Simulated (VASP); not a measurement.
Here is a VASP 6.6.1 calculation.

The input INCAR:

```
  ALGO = Normal
  EDIFF = 1E-6
  ENCUT = 520
  ISIF = 2
  ISMEAR = 0
  LASPH = T
  LCHARG = F
  LMIXTAU = T
  LREAL = F
  LWAVE = F
  METAGGA = R2SCAN
  NELM = 80
  PREC = Accurate
  SIGMA = 0.02
```

KPOINTS

```
k-points
0
Gamma
  6 6 6
```

File POSCAR:

```
KCl
1.0
    0.0000000000      3.1274400000      3.1274400000
    3.1274400000      0.0000000000      3.1274400000
    3.1274400000      3.1274400000      0.0000000000
K Cl
1 1
Direct
    0.0000000000      0.0000000000      0.0000000000
    0.5000000000      0.5000000000      0.5000000000
```

Potentials or basis: VASP PAW PBE potentials, release 64 (K_sv, Cl).

Launch:

```bash
$ cat potpaw_PBE.64/K_sv/POTCAR potpaw_PBE.64/Cl/POTCAR > POTCAR
$ mpirun -np 1 vasp_std > vasp.out
```

(1) Predict the band gap on the k mesh.

(2) Predict the pressure.

## Answers

(1) 5.90 eV, direct.

(2) 0.3 GPa.

Caveat: the PAW data sets were made with another functional, which shifts forces and pressure a little.

**Measured values to compare with.**

A printed reference work, monograph reports, for a bulk crystal of KCl: band gap 8.68 eV.

Against the measured gap of KCl, 8.68 eV (a printed reference work, monograph), the calculated 5.90 eV is off by -2.78 eV. The value is that of r2SCAN, without temperature or zero-point motion.
